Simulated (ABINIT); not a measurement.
# Fe (Im-3m) in ABINIT: a series of runs

One crystal, Fe, is run at these levels: PBE, RPBE, PBEsol; tasks: equation of state, band structure.

Program: ABINIT 10.8.3 (patched build). These are calculated values, not measurements. Logs are shortened: lines on timing, memory, paths and dates and some standing lists are left out, and cuts for length are marked. The log counts tension as positive stress, the text compression.

### Step 1. Starting point

The structure is cubic, space group Im-3m (No. 229). The conventional cell has a = 2.886 Å, b = 2.886 Å, c = 2.886 Å, α = 90.00°, β = 90.00°, γ = 90.00°. Around Fe (site symmetry m-3m) lie 8 Fe at 2.50 Å.

### Step 2. Equation of state, PBE, collinear spin, ferromagnetic start

The input, run.abi:

```
# Datasets: one volume each
ndtset 7
getwfk -1
scalecart1 3*0.9795861087
scalecart2 3*0.9864848297
scalecart3 3*0.9932883884
scalecart4 3*1.0000000000
scalecart5 3*1.0066227096
scalecart6 3*1.0131594038
scalecart7 3*1.0196128224

# Pseudopotentials
pp_dirpath "./"
pseudos "Fe.GGA_PBE-JTH.xml"

# Structure
acell 3*1.0
rprim
    -2.7268747978     2.7268747978     2.7268747978
     2.7268747978    -2.7268747978     2.7268747978
     2.7268747978     2.7268747978    -2.7268747978
ntypat 1
znucl 26
natom 1
typat 1
xred
     0.0000000000     0.0000000000     0.0000000000

# Plane-wave basis
ecut 22.0
pawecutdg 44.0

# k points
kptopt 1
ngkpt 13 13 13
nshiftk 1
shiftk 0.0 0.0 0.0

# Exchange and correlation
ixc 11

# Bands and occupations
nband 13
occopt 3
tsmear 0.00183747

# Spin
nsppol 2
spinat
     0.0000000000     0.0000000000     3.0000000000

# SCF cycle
nstep 100
tolvrs 1.0e-9

# Output
iomode 3
prtwf 1
prtden 0
prteig 0
prtebands 0
enunit 1
```

Potentials or basis: JTH PAW PBE v2.0.

The run is started by

```console
abinit run.abi > log 2>&1
```

run.abo:

```text
.Version 10.8.3 of ABINIT
 DATASET    1 : space group Im -3 m (#229); Bravais cI (body-center cubic)
================================================================================
 Values of the parameters that define the memory need for DATASET  1.
     intxc =       0    ionmov =       0      iscf =      17    lmnmax =      18
     lnmax =       6     mgfft =      20  mpssoang =       3    mqgrid =    3001
     natom =       1  nloc_mem =       2    nspden =       2   nspinor =       1
    nsppol =       2      nsym =      48    n1xccc =       1    ntypat =       1
    occopt =       3   xclevel =       2
       mpw =         386          nfft =        8000          nkpt =          84
 PAW method is used; the additional fine FFT grid is defined by:
   mgfftf=        30    nfftf =     27000
================================================================================
================================================================================
[... 71 lines left out ...]
 DATASET    7 : space group Im -3 m (#229); Bravais cI (body-center cubic)
================================================================================
 Values of the parameters that define the memory need for DATASET  7.
     intxc =       0    ionmov =       0      iscf =      17    lmnmax =      18
     lnmax =       6     mgfft =      24  mpssoang =       3    mqgrid =    3001
     natom =       1  nloc_mem =       2    nspden =       2   nspinor =       1
    nsppol =       2      nsym =      48    n1xccc =       1    ntypat =       1
    occopt =       3   xclevel =       2
       mpw =         434          nfft =       13824          nkpt =          84
 PAW method is used; the additional fine FFT grid is defined by:
   mgfftf=        30    nfftf =     27000
================================================================================
================================================================================

--------------------------------------------------------------------------------
------------- Echo of variables that govern the present computation ------------
--------------------------------------------------------------------------------
 -outvars: echo values of preprocessed input variables --------
            acell      1.0000000000E+00  1.0000000000E+00  1.0000000000E+00 Bohr
              amu      5.58470000E+01
             ecut      2.20000000E+01 Hartree
           enunit           1
           getwfk          -1
                       outvar_i_n : Printing only first  50 k-points.
              ixc          11
           jdtset        1    2    3    4    5    6    7
                       outvar_i_n : Printing only first  50 k-points.
         kptrlatt       13    0    0      0   13    0      0    0   13
          kptrlen1     6.01466988E+01
          kptrlen2     6.05702810E+01
          kptrlen3     6.09880203E+01
          kptrlen4     6.14001140E+01
          kptrlen5     6.18067492E+01
          kptrlen6     6.22081029E+01
          kptrlen7     6.26043436E+01
            natom           1
            nband          13
           ndtset           7
            ngfft1         20      20      20
            ngfft2         20      20      20
            ngfft3         20      20      20
            ngfft4         20      20      20
            ngfft5         24      24      24
            ngfft6         24      24      24
            ngfft7         24      24      24
          ngfftdg          30      30      30
             nkpt          84
           nspden           2
           nsppol           2
            nstep         100
             nsym          48
           ntypat           1
                       prtocc : prtvol=0, do not print more k-points.
                       1.000000  1.000000  1.000000  1.000000  1.000000  1.000000
                       1.000000  1.000000  0.000000  0.000000  0.000000  0.000000
                       0.000000
                       1.000000  1.000000  1.000000  1.000000  1.000000  1.000000
                       1.000000  1.000000  0.000000  0.000000  0.000000  0.000000
                       0.000000
                       1.000000  1.000000  1.000000  1.000000  1.000000  1.000000
                       1.000000  1.000000  0.000000  0.000000  0.000000  0.000000
                       0.000000
                       1.000000  1.000000  1.000000  1.000000  1.000000  1.000000
                       1.000000  1.000000  0.000000  0.000000  0.000000  0.000000
                       0.000000
                       1.000000  1.000000  1.000000  1.000000  1.000000  1.000000
                       1.000000  1.000000  0.000000  0.000000  0.000000  0.000000
                       0.000000
                       1.000000  1.000000  1.000000  1.000000  1.000000  1.000000
                       1.000000  1.000000  0.000000  0.000000  0.000000  0.000000
[... 118 lines left out ...]
[... 53 lines left out ...]

 chkinp: Checking input parameters for consistency, jdtset=   1.

 chkinp: Checking input parameters for consistency, jdtset=   2.
[... 40 lines left out ...]
 getcut: wavevector=  0.0000  0.0000  0.0000  ngfft=  30  30  30
         ecut(hartree)=     44.000   => boxcut(ratio)=   2.17151

--- Pseudopotential description ------------------------------------------------
- pspini: atom type   1  psp file is ./Fe.GGA_PBE-JTH.xml
 Pseudopotential format is: paw10
 basis_size (lnmax)=  6 (lmn_size= 18), orbitals=   0   0   1   1   2   2
 Spheres core radius: rc_sph= 2.11531574
 Shapefunction is SIN type: shapef(r)=[sin(pi*r/rshp)/(pi*r/rshp)]**2
 Radius for shape functions =  1.80687083
 Compensation charge density is not taken into account in XC energy/potential

   4.97280188E+02                                ecore*ucvol(ha*bohr**3)
--------------------------------------------------------------------------------

================================================================================

--- !BeginCycle
iteration_state: {dtset: 1, }
solver: {iscf: 17, nstep: 100, nline: 4, wfoptalg: 10, }
tolerances: {tolvrs: 1.00E-09, }
...
[... 728 lines left out ...]
 getcut: wavevector=  0.0000  0.0000  0.0000  ngfft=  24  24  24
         ecut(hartree)=     22.000   => boxcut(ratio)=   2.39079

 getcut : COMMENT -
  Note that boxcut > 2.2 ; recall that boxcut=Gcut(box)/Gcut(sphere) = 2
  is sufficient for exact treatment of convolution.
  Such a large boxcut is a waste : you could raise ecut
  e.g. ecut=   31.437438 Hartrees makes boxcut=2

 Fine grid specifications (used for densities):

 getcut: wavevector=  0.0000  0.0000  0.0000  ngfft=  30  30  30
         ecut(hartree)=     44.000   => boxcut(ratio)=   2.11318
--------------------------------------------------------------------------------
[... 178 lines left out ...]
 getcut: wavevector=  0.0000  0.0000  0.0000  ngfft=  24  24  24
         ecut(hartree)=     22.000   => boxcut(ratio)=   2.37537

 getcut : COMMENT -
  Note that boxcut > 2.2 ; recall that boxcut=Gcut(box)/Gcut(sphere) = 2
  is sufficient for exact treatment of convolution.
  Such a large boxcut is a waste : you could raise ecut
  e.g. ecut=   31.033091 Hartrees makes boxcut=2

 Fine grid specifications (used for densities):

 getcut: wavevector=  0.0000  0.0000  0.0000  ngfft=  30  30  30
         ecut(hartree)=     44.000   => boxcut(ratio)=   2.09955
--------------------------------------------------------------------------------
[... 178 lines left out ...]
 getcut: wavevector=  0.0000  0.0000  0.0000  ngfft=  24  24  24
         ecut(hartree)=     22.000   => boxcut(ratio)=   2.36034

 getcut : COMMENT -
  Note that boxcut > 2.2 ; recall that boxcut=Gcut(box)/Gcut(sphere) = 2
  is sufficient for exact treatment of convolution.
  Such a large boxcut is a waste : you could raise ecut
  e.g. ecut=   30.641499 Hartrees makes boxcut=2

 Fine grid specifications (used for densities):

 getcut: wavevector=  0.0000  0.0000  0.0000  ngfft=  30  30  30
         ecut(hartree)=     44.000   => boxcut(ratio)=   2.08626
--------------------------------------------------------------------------------
[... 148 lines left out ...]
-Cartesian components of stress tensor (GPa)         [Pressure= -1.5144E+01 GPa]
- sigma(1 1)=  1.51437555E+01  sigma(3 2)=  0.00000000E+00
- sigma(2 2)=  1.51437555E+01  sigma(3 1)=  0.00000000E+00
- sigma(3 3)=  1.51437555E+01  sigma(2 1)=  0.00000000E+00

== END DATASET(S) ==============================================================
================================================================================

 -outvars: echo values of variables after computation  --------
            acell      1.0000000000E+00  1.0000000000E+00  1.0000000000E+00 Bohr
           etotal1    -1.2444158327E+02
           etotal2    -1.2444144242E+02
           etotal3    -1.2444110299E+02
           etotal4    -1.2444060436E+02
           etotal5    -1.2443999162E+02
           etotal6    -1.2443929187E+02
           etotal7    -1.2443854372E+02
            fcart1    -0.0000000000E+00 -0.0000000000E+00 -0.0000000000E+00
            fcart2    -0.0000000000E+00 -0.0000000000E+00 -0.0000000000E+00
            fcart3    -0.0000000000E+00 -0.0000000000E+00 -0.0000000000E+00
            fcart4    -0.0000000000E+00 -0.0000000000E+00 -0.0000000000E+00
            fcart5    -0.0000000000E+00 -0.0000000000E+00 -0.0000000000E+00
            fcart6    -0.0000000000E+00 -0.0000000000E+00 -0.0000000000E+00
            fcart7    -0.0000000000E+00 -0.0000000000E+00 -0.0000000000E+00
            rprim1    -2.6712086721E+00  2.6712086721E+00  2.6712086721E+00
                       2.6712086721E+00 -2.6712086721E+00  2.6712086721E+00
                       2.6712086721E+00  2.6712086721E+00 -2.6712086721E+00
[... 17 lines left out ...]
                       2.7803565089E+00  2.7803565089E+00 -2.7803565089E+00
           strten1     7.7755981486E-05  7.7755981486E-05  7.7755981486E-05
                       0.0000000000E+00  0.0000000000E+00  0.0000000000E+00
           strten2     2.0974370856E-04  2.0974370856E-04  2.0974370856E-04
                       0.0000000000E+00  0.0000000000E+00  0.0000000000E+00
           strten3     3.1867394824E-04  3.1867394824E-04  3.1867394824E-04
                       0.0000000000E+00  0.0000000000E+00  0.0000000000E+00
           strten4     4.0083556320E-04  4.0083556320E-04  4.0083556320E-04
                       0.0000000000E+00  0.0000000000E+00  0.0000000000E+00
           strten5     4.6328545743E-04  4.6328545743E-04  4.6328545743E-04
                       0.0000000000E+00  0.0000000000E+00  0.0000000000E+00
           strten6     5.0700457717E-04  5.0700457717E-04  5.0700457717E-04
                       0.0000000000E+00  0.0000000000E+00  0.0000000000E+00
           strten7     5.1472578732E-04  5.1472578732E-04  5.1472578732E-04
                       0.0000000000E+00  0.0000000000E+00  0.0000000000E+00
 Calculation completed.
```

Run time: 3.1 min. Hardware: 1 thread of Arm Neoverse V1, shared host; peak memory 0.15 GiB.

What came out:

* Equilibrium volume: 11.28 Å³/atom (rough: see the caveat)
* Bulk modulus: 223 GPa (rough)

Energy against volume, from the lowest point:
```
volume (Å³/atom)  energy (meV/atom)
          11.298               0.00
          11.538               3.83
          11.778              13.07
          12.019              26.64
          12.259              43.31
          12.499              62.35
          12.740              82.71
```

Caveat: the cutoff is too short for stress, so the log's stress isn't used; pressures at fixed basis lie under the slope of the energies; the fit is doubtful: noisy points or a state that changes with volume; the minimum lies outside the volumes run.

### Step 3. Band structure, RPBE, collinear spin, ferromagnetic start

The input, run.abi:

```
# Datasets: ground state, then fixed potential
ndtset 2

# Pseudopotentials
pp_dirpath "./"
pseudos "Fe.GGA_PBE-JTH.xml"

# Structure
acell 2.4993493153 2.4993493153 2.4993493153 Angstrom
rprim
    -0.5773502692     0.5773502692     0.5773502692
     0.5773502692    -0.5773502692     0.5773502692
     0.5773502692     0.5773502692    -0.5773502692
ntypat 1
znucl 26
natom 1
typat 1
xred
     0.0000000000     0.0000000000     0.0000000000

# Plane-wave basis
ecut 26.0
pawecutdg 48.0

# Exchange and correlation
ixc 15

# Bands and occupations
occopt 3
tsmear 0.05 eV

# Spin
nsppol 2
spinat
     0.0000000000     0.0000000000     3.0000000000

# SCF cycle
nstep 100

# Output
iomode 3
prtwf 0
prteig 0
prtebands 0
enunit 1
prtden1 1

# Dataset 1
kptopt1 1
ngkpt1 13 13 13
nshiftk1 1
shiftk1 0.0 0.0 0.0
nband1 13
tolvrs1 1.0e-9

# Dataset 2: bands along G-H-N-G-P-H
iscf2 -2
getden2 1
nband2 19
nbdbuf2 4
tolwfr2 1.0e-11
kptopt2 -5
ndivsm2 5
prteig2 1
prtvol2 -3
kptbounds2
     0.0000000000     0.0000000000     0.0000000000
     0.5000000000    -0.5000000000     0.5000000000
     0.0000000000     0.0000000000     0.5000000000
     0.0000000000     0.0000000000     0.0000000000
     0.2500000000     0.2500000000     0.2500000000
     0.5000000000    -0.5000000000     0.5000000000
```

Potentials or basis: JTH PAW PBE v2.0.

The run is started by

```console
abinit run.abi > log 2>&1
```

Run time: 56 s. Hardware: 1 thread of Arm Neoverse V1, shared host; peak memory 0.12 GiB.

The run converged. Its results:

* Free energy: -3384.2111 eV
* Pressure: -4.4 GPa
* Band gap on the k mesh: none (metal or under the smearing width)
* Net moment: 2.31 μB per cell
* Site moments: Fe +2.38 μB
* Valence electrons inside the program's atomic spheres: Fe 14.37 (radii [1.1194] Å)

Levels at the corners of the path, in eV from the Fermi level:
Spin up:
| point | band 5 | band 6 | band 7 | band 8 | band 9 | band 10 | band 11 | band 12 | band 13 | band 14 |
| --- | --- | --- | --- | --- | --- | --- | --- | --- | --- | --- |
| Γ | -8.11 | -2.20 | -2.20 | -2.20 | -1.09 | -1.09 | 24.15 | 24.15 | 24.15 | 29.08 |
| H | -4.52 | -4.52 | 0.03 | 0.03 | 0.03 | 9.45 | 9.45 | 9.45 | 15.06 | 15.06 |
| N | -4.62 | -3.19 | -1.03 | -0.92 | 0.27 | 0.45 | 6.89 | 17.72 | 19.23 | 22.58 |
| Γ | -8.11 | -2.20 | -2.20 | -2.20 | -1.09 | -1.09 | 24.15 | 24.15 | 24.15 | 29.08 |
| P | -3.06 | -3.06 | -3.06 | -0.89 | -0.89 | 8.22 | 8.22 | 8.22 | 10.16 | 37.58 |
| H | -4.52 | -4.52 | 0.03 | 0.03 | 0.03 | 9.45 | 9.45 | 9.45 | 15.06 | 15.06 |
Spin down:
| point | band 4 | band 5 | band 6 | band 7 | band 8 | band 9 | band 10 | band 11 |
| --- | --- | --- | --- | --- | --- | --- | --- | --- |
| Γ | -51.17 | -8.02 | -0.10 | -0.10 | -0.10 | 1.86 | 1.86 | 23.79 |
| H | -51.44 | -2.58 | -2.58 | 2.43 | 2.43 | 2.43 | 9.66 | 9.66 |
| N | -51.17 | -3.28 | -1.32 | 0.46 | 1.71 | 2.10 | 2.71 | 8.35 |
| Γ | -51.17 | -8.02 | -0.10 | -0.10 | -0.10 | 1.86 | 1.86 | 23.79 |
| P | -51.36 | -1.57 | -1.57 | -1.57 | 2.15 | 2.15 | 9.13 | 9.13 |
| H | -51.44 | -2.58 | -2.58 | 2.43 | 2.43 | 2.43 | 9.66 | 9.66 |

Caveat: the PAW data sets were made with another functional, which shifts forces and pressure a little.

### Step 4. Band structure, PBEsol, collinear spin, ferromagnetic start

run.abi, as its differences from that of step 3:

```diff
@@ -8,7 +8,7 @@
 # Structure
-acell 2.4993493153 2.4993493153 2.4993493153 Angstrom
+acell 3*1.0
 rprim
-    -0.5773502692     0.5773502692     0.5773502692
-     0.5773502692    -0.5773502692     0.5773502692
-     0.5773502692     0.5773502692    -0.5773502692
+    -2.7268747978     2.7268747978     2.7268747978
+     2.7268747978    -2.7268747978     2.7268747978
+     2.7268747978     2.7268747978    -2.7268747978
 ntypat 1
@@ -25,3 +25,3 @@
 # Exchange and correlation
-ixc 15
+ixc -116133
 
@@ -46,2 +46,5 @@
 prtden1 1
+prtvha1 1
+prtvclmb1 1
+prtpot1 1
 
@@ -64,3 +67,2 @@
 prteig2 1
-prtvol2 -3
 kptbounds2
```

The run is started by

```console
abinit run.abi > log 2>&1
```

Run time: 61 s. Hardware: 1 thread of Arm Neoverse V1, shared host; peak memory 0.13 GiB.

It converged, with:

| Property | Result |
| --- | --- |
| Free energy | -3383.9155 eV |
| Pressure | -18.2 GPa |
| Band gap on the k mesh | none (metal or under the smearing width) |
| Net moment | 2.27 μB per cell |
| Site moments | Fe +2.32 μB |
| Valence electrons inside the program's atomic spheres | Fe 14.38 (radii [1.1194] Å) |

Levels at the corners of the path, in eV from the Fermi level:
Spin up:
```csv
point,band 5,band 6,band 7,band 8,band 9,band 10,band 11,band 12,band 13,band 14
Γ,-8.21,-2.19,-2.19,-2.19,-1.03,-1.03,24.09,24.09,24.09,29.00
H,-4.51,-4.51,0.05,0.05,0.05,9.34,9.34,9.34,15.03,15.03
N,-4.65,-3.19,-0.99,-0.86,0.30,0.37,6.82,17.65,19.11,22.49
Γ,-8.21,-2.19,-2.19,-2.19,-1.03,-1.03,24.09,24.09,24.09,29.00
P,-3.08,-3.08,-3.08,-0.83,-0.83,8.17,8.17,8.17,10.01,37.52
H,-4.51,-4.51,0.05,0.05,0.05,9.34,9.34,9.34,15.03,15.03
```
Spin down:
| point | band 5 | band 6 | band 7 | band 8 | band 9 | band 10 |
| --- | --- | --- | --- | --- | --- | --- |
| Γ | -7.99 | -0.17 | -0.17 | -0.17 | 1.69 | 1.69 |
| H | -2.68 | -2.68 | 2.37 | 2.37 | 2.37 | 9.68 |
| N | -3.32 | -1.37 | 0.54 | 1.57 | 1.93 | 2.65 |
| Γ | -7.99 | -0.17 | -0.17 | -0.17 | 1.69 | 1.69 |
| P | -1.59 | -1.59 | -1.59 | 1.97 | 1.97 | 9.16 |
| H | -2.68 | -2.68 | 2.37 | 2.37 | 2.37 | 9.68 |

Caveat: so large a pressure means that the cell lies far from this level's equilibrium, or that cutoff or potentials fall short; the potentials were made for another functional, which shifts forces and pressure.

### Step 5. Overview

| task | level | cutoff (eV) | fine-grid cutoff | gap on the mesh (eV) | pressure (GPa) | moment (μB) |
| --- | --- | --- | --- | --- | --- | --- |
| equation of state | PBE | 599 | 1197.3 eV | - | - | - |
| band structure | RPBE | 707 | 1306.15 eV | none | -4.4 | 2.31 |
| band structure | PBEsol | 707 | 1306.15 eV | none | -18.2 | 2.27 |

Alike in all rows: potentials or basis JTH PAW PBE v2.0; spin collinear, ferromagnetic start; cell as given; k mesh 13 × 13 × 13; smearing fermi-dirac 0.05 eV.

Caveats: pressures at fixed basis lie under the slope of the energies (some runs); the fit is doubtful: noisy points or a state that changes with volume (some runs); the minimum lies outside the volumes run (some runs); the PAW data sets were made with another functional, which shifts forces and pressure a little (some runs); so large a pressure means that the cell lies far from this level's equilibrium, or that cutoff or potentials fall short (some runs); the potentials were made for another functional, which shifts forces and pressure (some runs).

Absolute energies hang on the potentials; compare differences alone.
